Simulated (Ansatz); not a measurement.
Base system: AlSb in the zinc blende structure (space group F-43m, No. 216; a = 6.1772 Å).

Levels (all Ansatz, a first-principles code, PAW): r2SCAN (500 eV, no spin-orbit coupling); HSE06+SOC (420 eV, noncollinear with spin-orbit coupling).

The geometry is relaxed with r2SCAN.

- r2SCAN band gap = 1.51 eV
- r2SCAN valence-band top at Γ = 0.00, 0.00, 0.00 eV

Q: Predict the band gap and valence-band top at Γ from HSE06+SOC.

A: The band gap increases by 0.047 eV, from 1.51 eV to 1.55 eV; the valence-band top at Γ (three highest Kramers pairs, from the VBM) goes from 0.00, 0.00, 0.00 eV to 0.00, 0.00, -0.72 eV. The threefold valence maximum splits by Δso ≈ 0.72 eV.

Single points use the geometry relaxed with r2SCAN. HSE06 gaps are upper bounds (no full band path). Differences between runs with and without spin-orbit coupling are approximate. Spin-orbit coupling, missing from the scalar runs, can matter with Sb. Stability against distortions was not tested.
